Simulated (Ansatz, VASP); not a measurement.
# Two plane-wave programs on TaN

```
CELL_PARAMETERS angstrom
2.92177 0.00000 0.00000
-1.46088 2.53033 0.00000
0.00000 0.00000 5.91652
ATOMIC_POSITIONS crystal
Ta 0.00000 0.00000 0.50000
Ta 0.00000 0.00000 0.00000
N 0.33333 0.66667 0.25000
N 0.66667 0.33333 0.75000
```

The cell comes from a database or a generator and needn't be the stable form of this composition.

Alike in both runs: task elastic constants; functional PBE; k mesh 7 × 7 × 4; occupations fermi-dirac, width 0.05 eV; no spin polarisation.

|  | VASP | Ansatz |
| --- | --- | --- |
| version | VASP 6.6.1 | Ansatz 0.2.0 |
| potentials or method | VASP PAW PBE potentials, release 64 (Ta_pv, N) | Ansatz PAW |
| plane-wave cutoff (eV) | 600 | 420 |
| valence electrons in the cell | 32 | 36 |

|  | VASP | Ansatz | Ansatz less VASP |
| --- | --- | --- | --- |
| elastic constant that differs most (GPa) | 527 | 508 | -19.5 |
| Voigt bulk modulus (GPa) | 329 | 323 | -6.0 |

The two sets of potentials don't hold the same shells in valence.

Caveats: elastic constants of metals need much finer meshes, so these are rough (Ansatz); the pressure holds a Pulay correction of +0.4 GPa for the finite cutoff (Ansatz). The runs have no spin-orbit coupling, so splittings on Ta are missing.
